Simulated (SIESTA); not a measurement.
## MnO under changes of volume

One of the cells (13.255 Å³/atom); the others are scaled copies at fixed shape and fractional positions:

```
Mn O
1.0
     3.37170    0.00000    0.00000
    -1.68585    2.91998    0.00000
     0.00000    0.00000    5.38550
Mn O
2 2
Direct
  0.65139 0.32060 0.50313
  0.33732 0.67237 0.01206
  0.66500 0.33927 0.87679
  0.32086 0.65158 0.37275
```

```yaml
Program: SIESTA 5.4.2
Functional: PBEsol
Potentials_or_basis: PseudoDojo 0.5 standard (PBE files)
Basis: SZP (energy shift 0.002 Ry)
Grid_cutoff: 800 Ry
Energy_shift: 0.002 Ry
k_mesh: 9 × 9 × 5
Occupations: fermi-dirac, width 0.05 eV
Spin: collinear spin, antiferromagnetic start
Starting_moments: "[4.0, -4.0, 0.0, 0.0] μB"
Hubbard_terms: Mn d U = 6.2 eV
```

```csv
volume (Å³/atom),energy over the lowest point (meV/atom),pressure (GPa),gap on the mesh (eV),largest force (eV/Å)
12.460,79.07,17.8,1.08,1.418
12.725,52.89,14.0,1.07,1.352
12.990,32.60,10.6,1.06,1.291
13.255,17.61,7.5,1.05,1.232
13.521,7.53,4.7,1.04,1.176
13.786,?,?,?,?
14.051,0.00,-0.1,1.02,1.073
```

Q: What does the run at 13.786 Å³/atom give?

A: Energy over the lowest point 1.77 meV/atom; pressure 2.3 GPa; gap on the mesh 1.03 eV; largest force 1.127 eV/Å.

Worked out: A Birch-Murnaghan fit of order 3 (a polynomial in V^(-2/3)) to the other rows has its minimum at 14.05 Å³/atom with B0 = V·E''(V) = 115 GPa and B' = 4.2 at fixed shape and positions, which overstates the stiffness. It gives 1.78 meV/atom at 13.786 Å³/atom, against the run's 1.77, and -dE/dV = 2.2 GPa, against 2.3. A straight line through the other rows of the gap, of slope -0.499 eV per unit of ln V, gives 1.03 eV, against the run's 1.03.

Energies are extrapolated to zero smearing.

Caveats: short orbitals over semicore shells can move pressures by several GPa; the potentials were made for another functional, which shifts forces and pressure; an odd mesh through Γ misses points on the zone boundary, where band edges often lie; the basis of atomic orbitals isn't converged, which shifts pressures, moduli and gaps.
